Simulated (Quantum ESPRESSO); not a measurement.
A run of Quantum ESPRESSO 7.5 is set up as follows.

pw.in

```
&CONTROL
  calculation = 'vc-relax'
  prefix = 'pwscf'
  outdir = './tmp'
  pseudo_dir = './pseudo'
  tprnfor = .true.
  tstress = .true.
  disk_io = 'low'
  nstep = 40
  forc_conv_thr = 0.0004
  etot_conv_thr = 1d-05
/
&SYSTEM
  ibrav = 0
  nat = 2
  ntyp = 2
  ecutwfc = 96
  nbnd = 20
  occupations = 'smearing'
  smearing = 'fd'
  degauss = 0.00367493
  nspin = 2
  starting_magnetization(1) = 0.2667
  starting_magnetization(2) = 0
/
&ELECTRONS
  conv_thr = 4d-10
  electron_maxstep = 120
  mixing_beta = 0.3
/
&IONS
  ion_dynamics = 'bfgs'
/
&CELL
  cell_dynamics = 'bfgs'
  press = 0
  press_conv_thr = 0.3
/
ATOMIC_SPECIES
Mn    54.9380 Mn.upf
O     15.9990 O.upf
CELL_PARAMETERS angstrom
   0.0000000000    2.2239077028    2.2239077028
   2.2239077028    0.0000000000    2.2239077028
   2.2239077028    2.2239077028    0.0000000000
ATOMIC_POSITIONS crystal
Mn     0.0000000000    0.0000000000    0.0000000000
O      0.5000000000    0.5000000000    0.5000000000
K_POINTS automatic
10 10 10 0 0 0
```

Potentials or basis: PseudoDojo 0.4.1 SR PBEsol standard.

Command:

```sh
$ OMP_NUM_THREADS=1 mpirun -n 2 pw.x -nk 2 -in pw.in > pw.out
```

Problem. Predict the site moments.

Solution. Mn +3.87; O +0.22 μB.

Problem. Estimate the relaxed volume.

Solution. 10.26 Å³/atom.

Problem. Estimate the space group after relaxing (to 0.05 Å).

Solution. Fm-3m (No. 225).

Final structure:
```
Mn O
1.0
     0.00000    2.17284    2.17284
     2.17284    0.00000    2.17284
     2.17284    2.17284    0.00000
Mn O
1 1
Cartesian
  0.0000 0.0000 0.0000
  2.1728 2.1728 2.1728
```

Caveat: a cell with one magnetic atom can't hold antiferromagnetic order, which such compounds often take.
